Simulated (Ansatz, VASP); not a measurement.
## AlNi3: VASP beside Ansatz

Contents of INCAR:

```
  PREC = Accurate
  ENCUT = 520
  EDIFF = 1E-6
  ISMEAR = -1
  SIGMA = 0.05
  LREAL = F
  LASPH = T
  NELM = 150
  ALGO = Normal
  ISIF = 2
  LWAVE = F
  LCHARG = F
  ISPIN = 2
  MAGMOM = 1 1 1 0
  LORBIT = 11
  LMAXMIX = 4
  GGA = PS
  NBANDS = 28
```

The input KPOINTS:

```
Automatic mesh
0
Gamma
  8 8 8
```

The input POSCAR:

```
AlNi3
1.0
    0.0000000000      2.8204448505      2.8204448505
    2.8204448505      0.0000000000      2.8204448505
    2.8204448505      2.8204448505      0.0000000000
Ni Al
3 1
Direct
    0.7500000000      0.7500000000      0.7500000000
    0.0000000000      0.0000000000      0.0000000000
    0.2500000000      0.2500000000      0.2500000000
    0.5000000000      0.5000000000      0.5000000000
```

Contents of input.yaml:

```yaml
crystal:
  lattice:
    - [0.0, 2.8204448505, 2.8204448505]
    - [2.8204448505, 0.0, 2.8204448505]
    - [2.8204448505, 2.8204448505, 0.0]
  atoms:
    - { symbol: Ni, position: [0.75, 0.75, 0.75], spin: 1.0 }
    - { symbol: Ni, position: [0.0, 0.0, 0.0], spin: 1.0 }
    - { symbol: Ni, position: [0.25, 0.25, 0.25], spin: 1.0 }
    - { symbol: Al, position: [0.5, 0.5, 0.5] }
hamiltonian:
  xc: pbesol
  pseudopotentials: { kind: paw }
magnetization:
  spin_polarized: true
kpoints:
  mp_grid: { grid: [8, 8, 8] }
scf:
  occupations: { method: fermi_dirac, width: 0.05 }
output:
  forces: true
  stress: true
  eigenvalues: true
```

The cell comes from a database or a generator and needn't be the stable form of this composition.

Alike in both runs: task single point; functional PBEsol; k mesh 8 × 8 × 8; occupations fermi-dirac, width 0.05 eV; collinear spin.

|  | VASP | Ansatz |
| --- | --- | --- |
| version | VASP 6.6.1 | Ansatz 0.2.0 |
| potentials or method | VASP PAW PBE potentials, release 64 (Ni, Al) | Ansatz PAW |
| plane-wave cutoff (eV) | 520 | 420 |
| valence electrons in the cell | 33 | 57 |

```tsv
	VASP	Ansatz	Ansatz less VASP
gap on the k mesh at the Fermi level (eV)	none	none	-
pressure (GPa)	-4.3	-4.5	-0.11
net moment per atom (μB)	0.00	0.00	0.000
```

A gap of «none» marks a metal or a gap that the smearing closes. The two sets of potentials don't hold the same shells in valence.

Caveats: the PAW data sets were made with another functional, which shifts forces and pressure a little (VASP); the PAW data sets come from PBE, with cores solved anew for the run's functional, which leaves a small shift of forces and pressure (Ansatz); the starting moments weren't kept (Ansatz).
